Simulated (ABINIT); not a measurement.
# SiNi (Pmmn) in ABINIT: single point with PBE

Aim: the single point of SiNi with PBE.

All numbers are computed with ABINIT 10.8.3 (patched build); they aren't measurements. Logs are shortened: lines on timing, memory, paths and dates and some standing lists are left out, and cuts for length are marked. The log counts tension as positive stress, the text compression.

## 1. The crystal as given

The structure is orthorhombic, space group Pmmn (No. 59). The conventional cell has a = 2.943 Å, b = 3.280 Å, c = 4.677 Å, α = 90.00°, β = 90.00°, γ = 90.00°. Ni (site symmetry mm2) is surrounded by 6 Si at 2.34 to 2.37 Å and 4 Ni at 2.65 Å. Around Si (site symmetry mm2) lie 6 Ni at 2.34 to 2.37 Å and 4 Si at 2.65 Å.

The cell is a database's computed one.

## 2. Single point, PBE, collinear spin, ferromagnetic start

run.abi reads:

```
# Pseudopotentials
pp_dirpath "./"
pseudos "Ni.GGA_PBE-JTH.xml, Si.GGA_PBE-JTH.xml"

# Structure
acell 3*1.0
rprim
     5.5610305950     0.0000000000     0.0000000000
     0.0000000000     6.1989168702     0.0000000000
     0.0000000000     0.0000000000     8.8390933389
ntypat 2
znucl 28 14
natom 4
typat 1 1 2 2
xred
     0.5000000000     0.5000000000     0.3424955900
     0.0000000000     0.0000000000     0.6575044100
     0.5000000000     0.5000000000     0.8431431600
     0.0000000000     0.0000000000     0.1568568400
chkprim 0
chksymtnons 0
tolsym 1.0e-6

# Plane-wave basis
ecut 41.0
pawecutdg 63.0
pawxcdev 0

# k points
kptopt 1
ngkpt 9 8 6
nshiftk 1
shiftk 0.0 0.0 0.0

# Exchange and correlation
ixc 11

# Bands and occupations
nband 27
occopt 3
tsmear 0.05 eV

# Spin
nsppol 2
spinat
     0.0000000000     0.0000000000     2.5000000000
     0.0000000000     0.0000000000     2.5000000000
     0.0000000000     0.0000000000     0.0000000000
     0.0000000000     0.0000000000     0.0000000000

# SCF cycle
nstep 100
tolvrs 1.0e-9

# Output
iomode 3
prtwf 0
prtden 0
prteig 0
prtebands 0
enunit 1
```

Potentials or basis: JTH PAW PBE v2.0.

The run is started by

```bash
mpirun --bind-to none -np 4 abinit run.abi > log 2>&1
```

run.abo:

```text
.Version 10.8.3 of ABINIT
 Symmetries : space group Pm m n (# 59); Bravais oP (primitive ortho.)
================================================================================
 Values of the parameters that define the memory need of the present run
     intxc =       0    ionmov =       0      iscf =      17    lmnmax =      18
     lnmax =       6     mgfft =      54  mpssoang =       3    mqgrid =    3159
     natom =       4  nloc_mem =       2    nspden =       2   nspinor =       1
    nsppol =       2      nsym =       8    n1xccc =       1    ntypat =       2
    occopt =       3   xclevel =       2
       mpw =        3852          nfft =       69984          nkpt =         100
Pmy_natom=         1
 PAW method is used; the additional fine FFT grid is defined by:
   mgfftf=        64    nfftf =    122880
================================================================================
================================================================================

--------------------------------------------------------------------------------
------------- Echo of variables that govern the present computation ------------
--------------------------------------------------------------------------------
 -outvars: echo values of preprocessed input variables --------
            acell      1.0000000000E+00  1.0000000000E+00  1.0000000000E+00 Bohr
              amu      5.86900000E+01  2.80855000E+01
          chkprim           0
      chksymtnons           0
             ecut      4.10000000E+01 Hartree
           enunit           1
                       outvar_i_n : Printing only first  50 k-points.
              ixc          11
                       outvar_i_n : Printing only first  50 k-points.
         kptrlatt        9    0    0      0    8    0      0    0    6
          kptrlen      4.95913350E+01
            natom           4
            nband          27
            ngfft          36      36      54
          ngfftdg          40      48      64
             nkpt         100
           nspden           2
           nsppol           2
            nstep         100
             nsym           8
           ntypat           2
                       prtocc : prtvol=0, do not print more k-points.
                       1.000000  1.000000  1.000000  1.000000  1.000000  1.000000
                       1.000000  1.000000  1.000000  1.000000  1.000000  1.000000
                       1.000000  1.000000  1.000000  1.000000  1.000000  1.000000
                       1.000000  1.000000  1.000000  1.000000  0.000000  0.000000
                       0.000000  0.000000  0.000000
                       1.000000  1.000000  1.000000  1.000000  1.000000  1.000000
                       1.000000  1.000000  1.000000  1.000000  1.000000  1.000000
                       1.000000  1.000000  1.000000  1.000000  1.000000  1.000000
                       1.000000  1.000000  1.000000  1.000000  0.000000  0.000000
                       0.000000  0.000000  0.000000
                       1.000000  1.000000  1.000000  1.000000  1.000000  1.000000
                       1.000000  1.000000  1.000000  1.000000  1.000000  1.000000
                       1.000000  1.000000  1.000000  1.000000  1.000000  1.000000
                       1.000000  1.000000  1.000000  1.000000  0.000000  0.000000
                       0.000000  0.000000  0.000000
                       1.000000  1.000000  1.000000  1.000000  1.000000  1.000000
                       1.000000  1.000000  1.000000  1.000000  1.000000  1.000000
[... 469 lines left out ...]
  17.50648   17.93180   19.60034
 prteigrs : prtvol=0 or 1, do not print more k-points.

 Eigenvalues (   eV  ) for nkpt= 100  k points, SPIN DOWN:
 kpt#   1, nband= 27, wtk=  0.00231, kpt=  0.0000  0.0000  0.0000 (reduced coord)
 -91.73541  -91.72589  -52.25862  -52.22990  -52.14359  -52.10513  -52.04840  -52.01939
  -1.87569    3.95511    5.59174    7.99548    8.50350    9.31836    9.42998    9.49759
   9.56481    9.61391    9.99017   10.29931   10.31561   10.94309   13.55006   15.07563
  17.50648   17.93180   19.60034
 prteigrs : prtvol=0 or 1, do not print more k-points.

--- !EnergyTerms
iteration_state     : {dtset: 1, }
comment             : Components of total free energy in Hartree
kinetic             :  6.14101583760021E+01
hartree             :  1.14677639199355E+02
xc                  : -1.83387264901512E+01
Ewald energy        : -1.96059640795054E+02
psp_core            :  7.71816251368236E+00
local_psp           : -3.11099172109535E+02
PAW spherical_terms : -8.08187126542739E+00
internal            : -3.49773450571127E+02
'-kT*entropy'       : -2.99607341218757E-04
total_energy        : -3.49773750178469E+02
total_energy_eV     : -9.51782861481158E+03
...

--- !EnergyTermsDC
iteration_state     : {dtset: 1, }
comment             : '"Double-counting" decomposition of free energy'
band_energy         : -2.82098561652979E+01
Ewald energy        : -1.96059640795054E+02
psp_core            :  7.71816251368236E+00
xc_dc               : -1.11952132751206E+02
PAW spherical_terms : -2.12699837375062E+01
internal            : -3.49773450935382E+02
'-kT*entropy'       : -2.99607341218757E-04
total_energy_dc     : -3.49773750542723E+02
total_energy_dc_eV  : -9.51782862472344E+03
...

--- !EnergyTermsWithPAWCore
iteration_state     : {dtset: 1, }
comment             : 'Components of total free energy, including PAW core contributions'
Total energy        : -3.62172716366290E+03
Total energy DC     : -3.62172716402716E+03
Total energy (eV)   : -9.85522167279924E+04
Total energy DC (eV): -9.85522167379043E+04
...

 Cartesian components of stress tensor (hartree/bohr^3)
  sigma(1 1)= -2.36504017E-04  sigma(3 2)=  0.00000000E+00
  sigma(2 2)= -2.49916889E-04  sigma(3 1)=  0.00000000E+00
  sigma(3 3)= -2.29408484E-04  sigma(2 1)=  0.00000000E+00

-Cartesian components of stress tensor (GPa)         [Pressure=  7.0201E+00 GPa]
- sigma(1 1)= -6.95818842E+00  sigma(3 2)=  0.00000000E+00
- sigma(2 2)= -7.35280872E+00  sigma(3 1)=  0.00000000E+00
- sigma(3 3)= -6.74943061E+00  sigma(2 1)=  0.00000000E+00

== END DATASET(S) ==============================================================
================================================================================

 -outvars: echo values of variables after computation  --------
            acell      1.0000000000E+00  1.0000000000E+00  1.0000000000E+00 Bohr
           etotal     -3.4977375054E+02
            fcart     -9.3979045931E-31 -0.0000000000E+00  8.7781232304E-04
                       1.9505085004E-31 -0.0000000000E+00 -8.7781232304E-04
                       6.9154392289E-31 -0.0000000000E+00  7.5668153591E-04
                       5.3195686376E-32 -0.0000000000E+00 -7.5668153591E-04
            rprim      5.5610305950E+00  0.0000000000E+00  0.0000000000E+00
                       0.0000000000E+00  6.1989168702E+00  0.0000000000E+00
                       0.0000000000E+00  0.0000000000E+00  8.8390933389E+00
           strten     -2.3650401748E-04 -2.4991688885E-04 -2.2940848366E-04
                       0.0000000000E+00  0.0000000000E+00  0.0000000000E+00
           xangst      1.4713853290E+00  1.6401627689E+00  1.6020048867E+00
                       0.0000000000E+00  0.0000000000E+00  3.0754418701E+00
                       1.4713853290E+00  1.6401627689E+00  3.9437572393E+00
                       0.0000000000E+00  0.0000000000E+00  7.3368951754E-01
             xred      5.0000000000E-01  5.0000000000E-01  3.4249559000E-01
                       0.0000000000E+00  0.0000000000E+00  6.5750441000E-01
                       5.0000000000E-01  5.0000000000E-01  8.4314316000E-01
                       0.0000000000E+00  0.0000000000E+00  1.5685684000E-01
 Calculation completed.
```

Wall time 6.3 min (4 MPI ranks of Intel Xeon 6975P-C (Granite Rapids), shared host); peak memory 1.1 GiB.

Results:

| Property | Result |
| --- | --- |
| Free energy | -9517.8286 eV |
| Pressure | 7.0 GPa |
| Largest force | 0.045 eV/Å |
| Band gap on the k mesh | none (metal or under the smearing width) |
| Net moment | 0.00 μB per cell |
| Valence electrons inside the program's atomic spheres | Ni 15.93; Si 1.56 |

Forces on the atoms (eV/Å):
```
Ni   0.000  0.000  0.045
Ni   0.000  0.000 -0.045
Si   0.000  0.000  0.039
Si   0.000  0.000 -0.039
```

Levels at points of the mesh, in eV from the Fermi level:
Spin up:
```tsv
k point	band 19	band 20	band 21	band 22	band 23	band 24	band 25	band 26
(0.00, 0.00, 0.00)	-2.35	-2.04	-2.02	-1.40	1.21	2.74	5.17	5.59
(0.00, 0.50, 0.00)	-2.27	-2.27	-2.22	-2.22	1.16	1.16	4.99	4.99
(0.00, 0.00, 0.50)	-2.72	-2.09	1.09	1.59	2.01	2.42	2.89	3.60
(0.00, 0.50, 0.50)	-2.08	-2.08	-2.05	-2.05	5.24	5.24	5.41	5.41
```
Spin down:
```csv
k point,band 19,band 20,band 21,band 22,band 23,band 24,band 25,band 26
"(0.00, 0.00, 0.00)",-2.35,-2.04,-2.02,-1.40,1.21,2.74,5.17,5.59
"(0.00, 0.50, 0.00)",-2.27,-2.27,-2.22,-2.22,1.16,1.16,4.99,4.99
"(0.00, 0.00, 0.50)",-2.72,-2.09,1.09,1.59,2.01,2.42,2.89,3.60
"(0.00, 0.50, 0.50)",-2.08,-2.08,-2.05,-2.05,5.24,5.24,5.41,5.41
```

Caveat: the starting moments collapsed, and a magnetic state may lie lower.
